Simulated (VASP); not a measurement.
Write the native input for VASP 6.6.1 that does the following.

| Item | Value |
| --- | --- |
| Task | single point |
| Functional | PBE |
| Potentials or basis | VASP PAW PBE potentials, release 64 (Al) |
| Cutoff | 520 eV |
| k mesh | 20 × 20 × 20 |
| Occupations | gaussian, width 0.15 eV |
| Spin | no spin polarisation |
| Dipole correction | no |
| Further INCAR settings | ALGO = Fast; EDIFF = 1e-07; NBANDS = 8 |

The structure of Al lies in POSCAR:

```
Al
1.0
   -1.5673504096      1.5673504096      1.5434821293
    1.5673504096     -1.5673504096      1.5434821293
    1.5673504096      1.5673504096     -1.5434821293
Al
1
Direct
    0.0000000000      0.0000000000      0.0000000000
```

This isn't the form of Al at room conditions, which is fcc.

The cell isn't the ideal one: strain -0.015 along x and y, -0.030 along z, atoms carried along.

One way to write it, as run:

INCAR

```
SYSTEM = Al
PREC     = Accurate       ! precision mode
ENCUT    = 520            ! plane-wave cutoff, eV
EDIFF    = 1E-7           ! SCF threshold, eV
ISMEAR   = 0              ! smearing method
SIGMA    = 0.15           ! smearing width, eV
LREAL    = .FALSE.        ! projectors in reciprocal space
LASPH    = .TRUE.         ! aspherical terms in the spheres
NELM     = 80             ! most SCF steps
ALGO     = Fast           ! electronic algorithm
ISIF     = 2              ! what is computed and relaxed
LWAVE    = .FALSE.        ! write WAVECAR
LCHARG   = .FALSE.        ! write CHGCAR
GGA      = PE             ! functional
NBANDS   = 8              ! bands
```

KPOINTS

```
regular mesh
0
G
  20 20 20
  0 0 0
```

Potentials or basis: VASP PAW PBE potentials, release 64 (Al).

Run with:

```console
$ cat potpaw_PBE.64/Al/POTCAR > POTCAR
$ mpirun -np 1 vasp_std > vasp.out
```

It gave:

```
Pressure               : 9.6 GPa
Band gap on the k mesh : none (metal or under the smearing width)
```

Wall time 52 s on 1 thread of AMD EPYC 7R13 Processor (Zen 3) (shared host), peak memory 0.14 GiB.
